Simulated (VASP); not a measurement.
NaH:

```
Na H
1.0
     0.00000    2.44000    2.44000
     2.44000    0.00000    2.44000
     2.44000    2.44000    0.00000
Na H
1 1
Direct
  0.00000 0.00000 0.00000
  0.50000 0.50000 0.50000
```

| Quantity | Value |
| --- | --- |
| Program | VASP 6.6.1 |
| Task | relaxation of cell and atoms |
| Functional | PBEsol |
| Potentials or basis | VASP PAW PBE potentials, release 64 (Na_pv, H) |
| Cutoff | 600 eV |
| k mesh | 8 × 8 × 8 |
| Occupations | gaussian, width 0.02 eV |
| Spin | no spin polarisation |

At the start: pressure -1.2 GPa; volume 14.53 Å³/atom.

Q: How do energy, volume and symmetry change on relaxing?

A: Over 4 steps the energy falls by 2.9 meV/atom and the volume is 13.76 Å³/atom (-5.3 %); space group Fm-3m (No. 225, to 0.05 Å).

The path:
| step | energy change (eV) | largest force (eV/Å) | pressure (GPa) | volume (Å³) |
| --- | --- | --- | --- | --- |
| 1 | 0.0000 | 0.0000 | -1.18 | 29.05 |
| 2 | -0.0029 | 0.0000 | -0.84 | 28.60 |
| 3 | -0.0056 | 0.0000 | -0.25 | 27.83 |
| 4 | -0.0058 | 0.0000 | 0.02 | 27.52 |

Final structure:
```yaml
crystal:
  lattice:
    - [0.00000, 2.39620, 2.39620]
    - [2.39620, 0.00000, 2.39620]
    - [2.39620, 2.39620, 0.00000]
  atoms:
    - { symbol: Na, position: [0.00000, 0.00000, 0.00000] }
    - { symbol: H, position: [0.50000, 0.50000, 0.50000] }
```

Caveat: the PAW data sets were made with another functional, which shifts forces and pressure a little.
